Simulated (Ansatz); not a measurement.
## A film clamped to a substrate in GaN

Method: Ansatz, DFT PBE, scalar-relativistic, plane waves, PAW. Cutoff 420 eV, Γ-centred 10×10×10 k-points, Gaussian smearing of 0.05 eV. No spin polarisation. Energies are free energies at this smearing, counted from the undisturbed cell; pressure is positive in compression.

Reference structure (relaxed at this level; this zinc-blende form isn't the usual structure):

```
CELL_PARAMETERS angstrom
0.00000 2.27424 2.27424
2.27424 0.00000 2.27424
2.27424 2.27424 0.00000
ATOMIC_POSITIONS crystal
Ga 0.00000 0.00000 0.00000
N 0.75000 0.75000 0.75000
```

The cell (2 atoms, V0 = 23.53 Å³) is strained by p along both x and y and by q along z, fractional coordinates fixed. τp = (1/V0) ∂E/∂p = (σxx + σyy)(1 + p)(1 + q) and τq = (1/V0) ∂E/∂q = σzz(1 + p)², with tension positive.

```
     p q  ΔE (meV/atom)  τp (GPa)  τq (GPa)
 0.000   0.000           0.00     -0.01      0.00
-0.015   0.000           6.59    -12.16     -4.17
 0.015   0.000           6.12     10.96      3.72
 0.000  -0.015           2.11     -4.11     -3.86
 0.000   0.015           2.05      3.77      3.75
```

**Question.** Get the second derivatives of the energy density.

**Answer.** Central differences give A = ∂τp/∂p = 771 GPa (C11 + C22 + 2 C12), C = ∂τq/∂q = 254 GPa (C33) and the cross term B = ∂τq/∂p = 263 GPa (C13 + C23); ∂τp/∂q = 263 GPa must equal B, and any difference shows higher-order terms. The ions are clamped. In a cubic crystal C11 = C = 254, C12 = B/2 = 131 GPa and A should be 2(C11 + C12) = 770 GPa; the bulk modulus is (C11 + 2 C12)/3 = 172 GPa.

**Question.** A film of this crystal grows with z along the normal on a substrate that imposes p. How does its thickness respond, and what does the misfit cost?

**Answer.** Count p and q from the stress-free cell. A free surface needs τq = 0, so q = −(B/C) p = -1.04 p. The energy density left is (A − B²/C) p²/2 = M p², with the biaxial modulus M = 249 GPa; a misfit of 1 % costs 1.83 meV/atom, against 2.83 meV/atom if the thickness were held.

Letting the film change thickness lowers the cost of a 1 % misfit from 2.83 to 1.83 meV/atom, because in-plane strain is partly offset by an opposite strain along the normal. The response q = -1.04 p falls well short of conserving volume: the directional, partly ionic tetrahedral bonds resist changes in both length and angle, so the film can't simply trade width for thickness. Compression costs more than equal extension in both strain directions, as expected from the steepening repulsion between atoms at short range.

Clamping the ions does no harm here, since the symmetry that survives these strains keeps both sublattices in place; the constants therefore equal the relaxed-ion ones. The bulk modulus of 172 GPa is nevertheless lower than is generally accepted for GaN, probably because PBE underbinds the crystal and overestimates its bond length. The biaxial modulus applies to a cube-axis normal and can't be carried over to a film grown along a body diagonal, where shear stiffness and internal displacements also enter.
